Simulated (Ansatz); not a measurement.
# As (Pm-3m) in Ansatz: a series of runs

Runs on As. Level: PBEsol. Tasks: relaxation of cell and atoms.

Program: Ansatz 0.2.0. These are calculated values, not measurements. Logs are shortened: lines on timing, memory, paths and dates and some standing lists are left out, and cuts for length are marked.

### 1 The crystal as given

It takes space group Pm-3m (No. 221, cubic). The conventional cell has a = 2.704 Å, b = 2.704 Å, c = 2.704 Å, α = 90.00°, β = 90.00°, γ = 90.00°. As (site symmetry m-3m) has 6 As at 2.70 Å as nearest neighbours.

This isn't the form of As at room conditions, which is rhombohedral.

### 2 Relaxation of cell and atoms, PBEsol, target pressure 5 GPa, at which the enthalpy is minimised

input.yaml

```yaml
crystal:
  lattice:
    - [2.7036817444, 0.0, 0.0]
    - [0.0, 2.7036817444, 0.0]
    - [0.0, 0.0, 2.7036817444]
  atoms:
    - { symbol: As, position: [0.5, 0.5, 0.5] }
hamiltonian:
  xc: pbesol
  pseudopotentials: { kind: paw }
kpoints:
  mp_grid: { grid: [10, 10, 10] }
scf:
  occupations: { method: fermi_dirac, width: 0.05 }
output:
  forces: true
  stress: true
  eigenvalues: true
relax:
  f_tol: 0.01
  max_steps: 40
  cell: { stress_tol: 0.05, p_target: 5.0 }
```

Potentials or basis: Ansatz PAW.

On the command line:

```console
$ ansatz run input.yaml --threads 2 --pin off --max-ram 5632MiB --backend cpu --events-out ev --progress --plain --runs-dir out
```

The program printed:

```text
Warning: RAYON_NUM_THREADS=2 ignored (pool sized by the plan → 2); use --threads N
Engine: ansatz 0.2.0, aarch64-unknown-linux-gnu
Pseudopotentials: kind: paw
Pseudopotential: As, paw, valence charge 15, recommended cutoff 420 eV (normal), As.paw.azcp
Functional definition: PBEsol
  exchange = pbesol_x
  correlation = pbesol_c
Crystal: 1 atoms, lattice volume = 19.764 Å³
Basis set: ecut = 420 eV, 389 PW (Γ), exchange–correlation on 40×40×40 points (8 copies of the dense FFT grid, shifted against one another)
Bands: 12, of which v1, the nominal top of the filled ones, is band 8 counted from 1 (7 counted from 0)
Symmetry: 48 space group operations
Space group: Pm-3m (ITA 221), of the structure as read, at distance tolerance 2.7e-5 Å
k-points: 56 of 1000
Non-local potential: As, projectors of the file, l = 0: 2, l = 1: 2, l = 2: 3, l = 3: 1
PAW form: soft (Blöchl's): semilocal exchange-correlation on the pseudo side does not see the compensation charge
PAW frozen core: As, regenerated for the run's functional, and the local potential with it (the file was generated under x = pbe(κ = 0.804, μ = 0.2195149727645171), c = pbe(β = 0.06672455060314922))
PAW one-centre angular grid: As, 590 points (default); XC on 64 Gauss nodes
Initial density: superposition of atomic densities (neutral atoms: chi_scale 0, normalization atom), corrected by the library's trained network
Initial wavefunctions: pseudopotential atomic-orbital guess
Functional: x = pbesol(κ = 0.804, μ = 0.12345679012345678), c = pbesol(β = 0.046)
SCF iter   1: F=—  HF=-4812.958611 eV  |F-HF|=—  |Δ(HF+E_count)|=         —  Δρ=8.48e-4  dr2=4.45e-5  ethr=1.77e-3  ⟨swp⟩=5.5  Hψ=3995  notcnv=0
preconditioner: auto → none  [metal: Δε(μ)=0.044 eV  Ē_g=15.055 eV  σ=0.050 eV  W_gap=0.21  n_scr=6 (ndim 8)  ℏωp=18.7 eV  f_vac=0.001  D(μ)=0.32/eV (n_scr^D=0)  sad-step TF]
SCF iter   2: F=—  HF=-4812.958282 eV  |F-HF|=—  |Δ(HF+E_count)|=   3.29e-4  Δρ=4.39e-4  dr2=1.35e-5  ethr=2.97e-7  ⟨swp⟩=2.1  Hψ=1553  notcnv=0
SCF iter   3: F=—  HF=-4812.958294 eV  |F-HF|=—  |Δ(HF+E_count)|=   1.20e-5  Δρ=1.55e-4  dr2=2.13e-6  ethr=9.00e-8  ⟨swp⟩=2.1  Hψ=1048  notcnv=0
SCF iter   4: F=—  HF=-4812.958298 eV  |F-HF|=—  |Δ(HF+E_count)|=   3.50e-6  Δρ=4.03e-5  dr2=3.53e-7  ethr=1.42e-8  ⟨swp⟩=2.0  Hψ=1071  notcnv=0
SCF iter   5: F=—  HF=-4812.958297 eV  |F-HF|=—  |Δ(HF+E_count)|=   4.02e-7  Δρ=2.02e-5  dr2=9.13e-8  ethr=2.35e-9  ⟨swp⟩=2.0  Hψ=1040  notcnv=0
SCF iter   6: F=-4812.958297 eV  HF=-4812.958297 eV  |F-HF|=2.76e-9  |Δ(HF+E_count)|=   1.16e-7  Δρ=2.18e-6  dr2=1.01e-9  ethr=6.09e-10  ⟨swp⟩=5.4  Hψ=2956  notcnv=0
SCF 1 converged in 6 iterations: F = -4812.958297 eV  dr2 = 1.01e-9
relax step   1: F+E_penalty+E_count = -4812.95829737 eV  Δ(F+E_penalty+E_count) = +0.000e0 eV  max|allowed force component| = 0.000e0 eV/Å  Δτ_max = 0.0000 Å  P = -1.562 GPa  Ω = 19.764 Å³  (6 SCF iters, dr2 threshold 1.00e-7 eV, accepted)
Crystal: 1 atoms, lattice volume = 17.750 Å³
Basis set: ecut = 420 eV, 365 PW (Γ), exchange–correlation on 40×40×40 points (8 copies of the dense FFT grid, shifted against one another)
Initial density: handed on by an earlier stage of this run
Initial wavefunctions: those handed on with the density
iter 1 solved again at ethr=2.16e-5 eV; its pass at ethr=3.10e-3 eV (dr2=3.24e-3 eV) is discarded
SCF iter   1: F=—  HF=-4812.912794 eV  |F-HF|=—  |Δ(HF+E_count)|=         —  Δρ=4.09e-3  dr2=3.25e-3  ethr=2.16e-5  ⟨swp⟩=1.0  Hψ=5196  notcnv=0
preconditioner: auto → none  [insulator: Δε(μ)=0.146 eV  Ē_g=15.943 eV  σ=0.050 eV  W_gap=0.56  n_scr=6 (ndim 8)  ℏωp=19.7 eV  f_vac=0.000  D(μ)=0.29/eV (n_scr^D=0)  ε∞_Penn≈2.5]
SCF iter   2: F=—  HF=-4812.912481 eV  |F-HF|=—  |Δ(HF+E_count)|=   3.14e-4  Δρ=1.93e-3  dr2=6.19e-4  ethr=2.16e-5  ⟨swp⟩=1.9  Hψ=926  notcnv=0
SCF iter   3: F=—  HF=-4812.912537 eV  |F-HF|=—  |Δ(HF+E_count)|=   5.63e-5  Δρ=2.70e-4  dr2=1.07e-5  ethr=4.12e-6  ⟨swp⟩=1.1  Hψ=687  notcnv=0
SCF iter   4: F=—  HF=-4812.912523 eV  |F-HF|=—  |Δ(HF+E_count)|=   1.35e-5  Δρ=7.21e-5  dr2=3.87e-7  ethr=7.16e-8  ⟨swp⟩=2.0  Hψ=1094  notcnv=0
SCF iter   5: F=-4812.912524 eV  HF=-4812.912524 eV  |F-HF|=8.52e-10  |Δ(HF+E_count)|=   1.85e-7  Δρ=4.48e-6  dr2=1.20e-9  ethr=6.67e-10  ⟨swp⟩=5.0  Hψ=2927  notcnv=0
SCF 2 converged in 5 iterations: F = -4812.912524 eV  dr2 = 1.20e-9
relax step   2: F+E_penalty+E_count = -4812.91252364 eV  Δ(F+E_penalty+E_count) = +4.577e-2 eV  max|allowed force component| = 0.000e0 eV/Å  Δτ_max = 0.0000 Å  P = +10.062 GPa  Ω = 17.750 Å³  energy of the carried Pulay correction = +3.622e-4 eV  (5 SCF iters, dr2 threshold 1.00e-7 eV, accepted)
Crystal: 1 atoms, lattice volume = 18.574 Å³
iter 1 solved again at ethr=4.45e-6 eV; its pass at ethr=3.10e-3 eV (dr2=6.68e-4 eV) is discarded
SCF iter   1: F=—  HF=-4812.949100 eV  |F-HF|=—  |Δ(HF+E_count)|=         —  Δρ=1.78e-3  dr2=6.64e-4  ethr=4.45e-6  ⟨swp⟩=1.7  Hψ=4931  notcnv=0
preconditioner: auto → none  [insulator: Δε(μ)=0.137 eV  Ē_g=15.548 eV  σ=0.050 eV  W_gap=0.53  n_scr=6 (ndim 8)  ℏωp=19.3 eV  f_vac=0.000  D(μ)=0.31/eV (n_scr^D=0)  ε∞_Penn≈2.5]
SCF iter   2: F=—  HF=-4812.949065 eV  |F-HF|=—  |Δ(HF+E_count)|=   3.54e-5  Δρ=8.51e-4  dr2=1.31e-4  ethr=4.43e-6  ⟨swp⟩=2.0  Hψ=978  notcnv=0
SCF iter   3: F=—  HF=-4812.949082 eV  |F-HF|=—  |Δ(HF+E_count)|=   1.71e-5  Δρ=1.20e-4  dr2=2.33e-6  ethr=8.75e-7  ⟨swp⟩=1.1  Hψ=696  notcnv=0
SCF iter   4: F=—  HF=-4812.949078 eV  |F-HF|=—  |Δ(HF+E_count)|=   4.25e-6  Δρ=3.19e-5  dr2=8.28e-8  ethr=6.67e-10  ⟨swp⟩=3.4  Hψ=3074  notcnv=0
SCF iter   5: F=-4812.949078 eV  HF=-4812.949078 eV  |F-HF|=3.40e-10  |Δ(HF+E_count)|=   3.60e-8  Δρ=1.99e-6  dr2=3.17e-10  ethr=5.52e-10  ⟨swp⟩=2.4  Hψ=2112  notcnv=0
SCF 3 converged in 5 iterations: F = -4812.949078 eV  dr2 = 3.17e-10
relax step   3: F+E_penalty+E_count = -4812.94907787 eV  Δ(F+E_penalty+E_count) = -3.655e-2 eV  max|allowed force component| = 0.000e0 eV/Å  Δτ_max = 0.0000 Å  P = +4.444 GPa  Ω = 18.574 Å³  energy of the carried Pulay correction = +2.094e-4 eV  (5 SCF iters, dr2 threshold 1.00e-7 eV, accepted)
Crystal: 1 atoms, lattice volume = 18.489 Å³
iter 1 solved again at ethr=4.46e-8 eV; its pass at ethr=3.10e-3 eV (dr2=6.69e-6 eV) is discarded
SCF iter   1: F=—  HF=-4812.946603 eV  |F-HF|=—  |Δ(HF+E_count)|=         —  Δρ=1.76e-4  dr2=6.39e-6  ethr=4.46e-8  ⟨swp⟩=2.1  Hψ=4764  notcnv=0
preconditioner: auto → none  [insulator: Δε(μ)=0.141 eV  Ē_g=15.591 eV  σ=0.050 eV  W_gap=0.54  n_scr=6 (ndim 8)  ℏωp=19.3 eV  f_vac=0.000  D(μ)=0.31/eV (n_scr^D=0)  ε∞_Penn≈2.5]
SCF iter   2: F=—  HF=-4812.946600 eV  |F-HF|=—  |Δ(HF+E_count)|=   3.40e-6  Δρ=8.39e-5  dr2=1.25e-6  ethr=4.26e-8  ⟨swp⟩=1.9  Hψ=939  notcnv=0
SCF iter   3: F=-4812.946600 eV  HF=-4812.946600 eV  |F-HF|=4.55e-8  |Δ(HF+E_count)|=   1.40e-7  Δρ=1.16e-5  dr2=2.09e-8  ethr=6.67e-10  ⟨swp⟩=2.9  Hψ=2365  notcnv=0
SCF 4 converged in 3 iterations: F = -4812.946600 eV  dr2 = 2.09e-8
relax step   4: F+E_penalty+E_count = -4812.94659980 eV  Δ(F+E_penalty+E_count) = +2.478e-3 eV  max|allowed force component| = 0.000e0 eV/Å  Δτ_max = 0.0000 Å  P = +4.960 GPa  Ω = 18.489 Å³  energy of the carried Pulay correction = +2.248e-4 eV  (3 SCF iters, dr2 threshold 1.00e-7 eV, accepted)
Basis set: ecut = 420 eV, 365 PW (Γ), exchange–correlation on 36×36×36 points (8 copies of the dense FFT grid, shifted against one another)
Initial wavefunctions: pseudopotential atomic-orbital guess (no wavefunctions were taken with the density)
iter 1 solved again at ethr=1.98e-8 eV; its pass at ethr=3.10e-3 eV (dr2=2.96e-6 eV) is discarded
SCF iter   1: F=—  HF=-4812.946379 eV  |F-HF|=—  |Δ(HF+E_count)|=         —  Δρ=3.79e-5  dr2=7.11e-8  ethr=1.98e-8  ⟨swp⟩=2.8  Hψ=5745  notcnv=0
preconditioner: auto → none  [insulator: Δε(μ)=0.140 eV  Ē_g=15.590 eV  σ=0.050 eV  W_gap=0.54  n_scr=6 (ndim 8)  ℏωp=19.3 eV  f_vac=0.000  D(μ)=0.31/eV (n_scr^D=0)  ε∞_Penn≈2.5]
SCF iter   2: F=—  HF=-4812.946387 eV  |F-HF|=—  |Δ(HF+E_count)|=   8.92e-6  Δρ=2.70e-5  dr2=5.79e-8  ethr=4.74e-10  ⟨swp⟩=2.0  Hψ=1096  notcnv=0
SCF iter   3: F=—  HF=-4812.946387 eV  |F-HF|=—  |Δ(HF+E_count)|=   3.96e-9  Δρ=9.73e-6  dr2=6.22e-9  ethr=3.86e-10  ⟨swp⟩=1.0  Hψ=672  notcnv=0
SCF iter   4: F=—  HF=-4812.946387 eV  |F-HF|=—  |Δ(HF+E_count)|=   2.24e-9  Δρ=9.36e-7  dr2=8.19e-11  ethr=4.15e-11  ⟨swp⟩=2.2  Hψ=1099  notcnv=0
SCF iter   5: F=-4812.946387 eV  HF=-4812.946387 eV  |F-HF|=1.82e-12  |Δ(HF+E_count)|=  8.19e-12  Δρ=4.30e-8  dr2=2.02e-13  ethr=1.00e-12  ⟨swp⟩=4.9  Hψ=2215  notcnv=0
SCF 5 converged in 5 iterations: F = -4812.946387 eV  dr2 = 2.02e-13
relax step   5: F+E_penalty+E_count = -4812.94638750 eV  Δ(F+E_penalty+E_count) = +2.123e-4 eV  max|allowed force component| = 0.000e0 eV/Å  Δτ_max = 0.0000 Å  P = +4.958 GPa  Ω = 18.489 Å³  stress off target by 4.24e-2 GPa  SCF on the basis re-selected at this cell (its energy is not comparable with the rows above)  (5 SCF iters)
basis re-selected at this cell: Δ(F+E_penalty+E_count) = +2.123e-4 eV, ΔP = -0.002 GPa vs the last step (what re-selecting the basis moved, of the pressure what is left beyond the Pulay correction that the steps carried, after the strain that the cell walked since its last selection, with what the two solves' SCF thresholds leave and, on support functions, any second-order correction that the steps lacked; it is no measure of the basis error at this ecutwfc). The dense FFT grid was sized anew with the basis: this SCF ran on 18×18×18 points, the steps before it on 20×20×20, so part of this shift can come from that change (see relax.cell in the input reference). This SCF's stress stands 4.24e-2 GPa from its target on what of the cell is left free (relax.cell.stress_tol is 5.00e-2 GPa) and its largest allowed force component is 0.00e0 eV/Å (relax.f_tol is 1.00e-2 eV/Å): within both
SCF converged after 5 iterations
Free energy (F): -4812.946387 eV
Harris-Foulkes:  -4812.946387 eV  (|F-HF|=1.82e-12)
Internal energy: -4812.943876 eV  (E = F + TS)
E sigma→0 (E₀):  -4812.945132 eV
Entropy (-TS):   -0.002511 eV (-2.511 meV/atom)
Fermi energy:    12.704599 eV
--- Per-component energies (eV) ---
  E_band       = -200.970125
  E_kinetic    = 103.965762
  E_local      = -1490.600165  (includes V_loc(G=0)·N_el)
  E_nonlocal   = -668.134379
  E_hartree    = 851.267430
  E_xc         = -79.429954
  E_vxc        = -80.195435  (∫ρ·V_xc dr)
  E_paw        = -1792.755932  (= ΣΔE_a)
  E_vpaw       = 231.459202  (= ΣTr[D̂ρ^β])
  E_aug_tail   = 0.000011  (compensation charges beyond the density's cutoff)
  E_ewald      = -1738.223077
  E_core_change = 0.966429  (= ΣΔE_core)
  E_smearing   = -0.002511  (= −TS)
  E_closure    = -0.000000  (closes the sum)
  Σ components = -4812.946387   (vs F -4812.946387, Δ=0.00e0)
--- Forces (eV/Å), atoms counted from 1 ---
  atom   1  As     0.00000000     0.00000000     0.00000000
  max |Σ_I F_I| component: 4.11e-31 eV/Å
--- Stress (GPa, compression-positive) ---
        4.957581      -0.000000       0.000000
       -0.000000       4.957581       0.000000
        0.000000       0.000000       4.957581
  P = ⅓ Tr σ = 4.9576 GPa (49.576 kbar)
--- Band table (eV; the first three rows and the last of 56) ---
  k-point 0: bands = ["-23.3408", "-23.3408", "-23.2105", "-23.2105", "-23.2105", "-2.8737", "17.1479", "17.1479", "17.1479", "21.4171", "21.4171", "23.7441"]
  k-point 1: bands = ["-23.3402", "-23.3299", "-23.2137", "-23.2137", "-23.2103", "-2.6770", "14.9220", "17.3243", "17.3243", "21.5947", "22.7951", "25.1209"]
  k-point 2: bands = ["-23.3388", "-23.3016", "-23.2221", "-23.2221", "-23.2096", "-2.0955", "11.6598", "17.8295", "17.8295", "22.1163", "23.6795", "28.9430"]
  k-point 55: bands = ["-23.2819", "-23.2819", "-23.2819", "-23.1591", "-23.1591", "8.3076", "10.8043", "10.8043", "10.8043", "18.5607", "18.5607", "18.5607"]
--- Relaxed structure (4 steps of the walk, 4 accepted, 1 SCFs on fresh bases) ---
  F+E_penalty+E_count = -4812.94638750 eV   max|allowed force component| = 0.000e0 eV/Å   (the final SCF, on the basis selected at the relaxed cell)
  cell:  # Å, volume = 18.4889 Å³
    - [2.6442571239946453, 6.419766481290786e-34, 2.5679065925163143e-34]
    - [1.2839532962581574e-34, 2.6442571239946453, 2.5679065925163143e-34]
    - [2.5679065925163143e-34, 2.5679065925163143e-34, 2.6442571239946453]
  atoms:
    - { symbol: As, position: [0.49999999999999994, 0.49999999999999994, 0.49999999999999994] }
```

Run time: 2.2 s. Hardware: 2 threads of Arm Neoverse V2, shared host; peak memory 0.27 GiB.

Results:

| Property | Result |
| --- | --- |
| Free energy | -4812.9464 eV |
| Relaxed volume | 18.49 Å³/atom |
| Relaxed cell | a = 2.644 Å, b = 2.644 Å, c = 2.644 Å, α = 90.00°, β = 90.00°, γ = 90.00° |
| Space group after relaxing (to 0.05 Å) | Pm-3m (No. 221) |
| Energy change on relaxing (the enthalpy is what falls) | +11.9 meV/atom |
| Ionic steps | 5 |
| Pressure after relaxing | 5.0 GPa |
| Band gap on the k mesh | none (metal or under the smearing width) |

Step by step:
```
step  energy change (eV)  largest force (eV/Å)  volume (Å³)
   1              0.0000                0.0000        19.76
   2              0.0458                0.0000        17.75
   3              0.0092                0.0000        18.57
   4              0.0117                0.0000        18.49
   5              0.0119                0.0000        18.49
```

Final structure:
```
CELL_PARAMETERS angstrom
2.64426 0.00000 0.00000
0.00000 2.64426 0.00000
0.00000 0.00000 2.64426
ATOMIC_POSITIONS crystal
As 0.50000 0.50000 0.50000
```

Levels at points of the mesh, in eV from the Fermi level:
| k point | band 5 | band 6 | band 7 | band 8 | band 9 | band 10 |
| --- | --- | --- | --- | --- | --- | --- |
| (0.00, 0.00, 0.00) | -35.92 | -15.58 | 4.44 | 4.44 | 4.44 | 8.71 |
| (0.00, 0.00, -0.50) | -35.91 | -12.11 | -7.47 | 6.99 | 6.99 | 11.70 |
| (0.00, -0.50, -0.50) | -35.87 | -8.48 | -4.56 | -4.56 | 2.17 | 9.42 |
| (-0.50, -0.50, -0.50) | -35.86 | -4.40 | -1.90 | -1.90 | -1.90 | 5.86 |

Caveat: the plane-wave basis is chosen anew once the cell has moved, so the energies of steps on either side of that aren't comparable; the PAW data sets come from PBE, with cores solved anew for the run's functional, which leaves a small shift of forces and pressure.

### 3 Relaxation of cell and atoms, PBEsol, target pressure 10 GPa, at which the enthalpy is minimised

input.yaml, as its differences from that of step 2:

```diff
@@ -21,2 +21,2 @@
   max_steps: 40
-  cell: { stress_tol: 0.05, p_target: 5.0 }
+  cell: { stress_tol: 0.05, p_target: 10.0 }
```

Potentials or basis: Ansatz PAW.

On the command line:

```console
$ ansatz run input.yaml --threads 2 --pin off --max-ram 5632MiB --backend cpu --events-out ev --progress --plain --runs-dir out
```

Run time: 2.6 s. Hardware: 2 threads of Arm Neoverse V2, shared host; peak memory 0.28 GiB.

Results (log left out):

| Quantity | Value |
| --- | --- |
| Free energy | -4812.9127 eV |
| Relaxed volume | 17.76 Å³/atom |
| Relaxed cell | a = 2.609 Å, b = 2.609 Å, c = 2.609 Å, α = 90.00°, β = 90.00°, γ = 90.00° |
| Space group after relaxing (to 0.05 Å) | Pm-3m (No. 221) |
| Energy change on relaxing (the enthalpy is what falls) | +45.6 meV/atom |
| Ionic steps | 6 |
| Pressure after relaxing | 10.0 GPa |
| Band gap on the k mesh | none (metal or under the smearing width) |

Step by step:
| step | energy change (eV) | largest force (eV/Å) | volume (Å³) |
| --- | --- | --- | --- |
| 1 | 0.0000 | 0.0000 | 19.76 |
| 2 | 0.1060 | 0.0000 | 17.01 |
| 3 | 0.0371 | 0.0000 | 17.90 |
| 4 | 0.0447 | 0.0000 | 17.77 |
| 5 | 0.0453 | 0.0000 | 17.76 |
| 6 | 0.0456 | 0.0000 | 17.76 |

Final structure:
```yaml
crystal:
  lattice:
    - [2.60893, 0.00000, 0.00000]
    - [0.00000, 2.60893, 0.00000]
    - [0.00000, 0.00000, 2.60893]
  atoms:
    - { symbol: As, position: [0.50000, 0.50000, 0.50000] }
```

Levels at points of the mesh, in eV from the Fermi level:
| k point | band 4 | band 5 | band 6 | band 7 | band 8 | band 9 | band 10 | band 11 |
| --- | --- | --- | --- | --- | --- | --- | --- | --- |
| (0.00, 0.00, 0.00) | -35.93 | -35.93 | -15.96 | 4.62 | 4.62 | 4.62 | 8.77 | 8.77 |
| (0.00, 0.00, -0.50) | -35.95 | -35.93 | -12.30 | -7.80 | 7.33 | 7.33 | 11.88 | 14.70 |
| (0.00, -0.50, -0.50) | -35.97 | -35.88 | -8.44 | -4.76 | -4.76 | 1.99 | 9.94 | 18.36 |
| (-0.50, -0.50, -0.50) | -35.87 | -35.87 | -4.05 | -1.96 | -1.96 | -1.96 | 5.80 | 5.80 |

Caveat: the plane-wave basis is chosen anew once the cell has moved, so the energies of steps on either side of that aren't comparable; the PAW data sets come from PBE, with cores solved anew for the run's functional, which leaves a small shift of forces and pressure.
